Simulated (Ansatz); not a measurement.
# TaSi2: the cost of one run

Computed with Ansatz 0.2.0 (DFT, PBE, plane-wave PAW, default files, scalar-relativistic, unless a step's input says otherwise).

1 further run of the same task is left out (it didn't finish).

**1. The structure to begin with**

Symmetry: P6_422, No. 181, hexagonal system. Conventional cell: a = 4.784 Å, b = 4.784 Å, c = 6.570 Å, α = 90.00°, β = 90.00°, γ = 120.00°. Around Ta (site symmetry 222) lie 10 Si at 2.61 to 2.83 Å. Si (site symmetry 2) has 5 Si at 2.56 to 2.83 Å and 5 Ta at 2.61 to 2.83 Å as nearest neighbours.

Coordinates:

```
Ta Si
1.0
     4.78390    0.00000    0.00000
    -2.39195    4.14298    0.00000
     0.00000    0.00000    6.57000
Ta Si
3 6
Direct
  0.50000 0.00000 0.00000
  0.50000 0.50000 0.66667
  0.00000 0.50000 0.33333
  0.15897 0.31794 0.00000
  0.84103 0.15897 0.66667
  0.68206 0.84103 0.33333
  0.84103 0.68206 0.00000
  0.15897 0.84103 0.66667
  0.31794 0.15897 0.33333
```

**2. Single point at the given positions**

input.yaml reads:

```yaml
crystal:
  lattice:
    - [4.7839004637, 0.0, 0.0]
    - [-2.3919502318, 4.1429793307, 0.0]
    - [0.0, 0.0, 6.57]
  atoms:
    - { symbol: Ta, position: [0.5, 0.0, 0.0] }
    - { symbol: Ta, position: [0.5, 0.5, 0.6666666667] }
    - { symbol: Ta, position: [0.0, 0.5, 0.3333333333] }
    - { symbol: Si, position: [0.15897, 0.31794, 0.0] }
    - { symbol: Si, position: [0.84103, 0.15897, 0.6666666667] }
    - { symbol: Si, position: [0.68206, 0.84103, 0.3333333333] }
    - { symbol: Si, position: [0.84103, 0.68206, 0.0] }
    - { symbol: Si, position: [0.15897, 0.84103, 0.6666666667] }
    - { symbol: Si, position: [0.31794, 0.15897, 0.3333333333] }
kpoints:
  mp_grid: { grid: [11, 11, 7] }
scf:
  occupations: { method: fermi_dirac, width: 0.02 }
hamiltonian:
  xc: pbe
  pseudopotentials: { kind: paw }
output:
  forces: true
  stress: true
  populations: true
  efg: { quadrupole_moments_barn: { Ta: 3.17 }, contact_densities: true }
  write_density: true
  write_potential: true
  elf: true
  volumetric_format: npy
```

Launch:

```console
$ ansatz run input.yaml --threads 4 --pin off --max-ram 8192MiB --backend cpu --events-out ev --progress --plain --runs-dir out
```

Q: Estimate wall time and peak memory on 4 threads of Intel Xeon Platinum 8488C (Sapphire Rapids), shared host.

About 8.4 s, with a peak of 0.71 GiB.
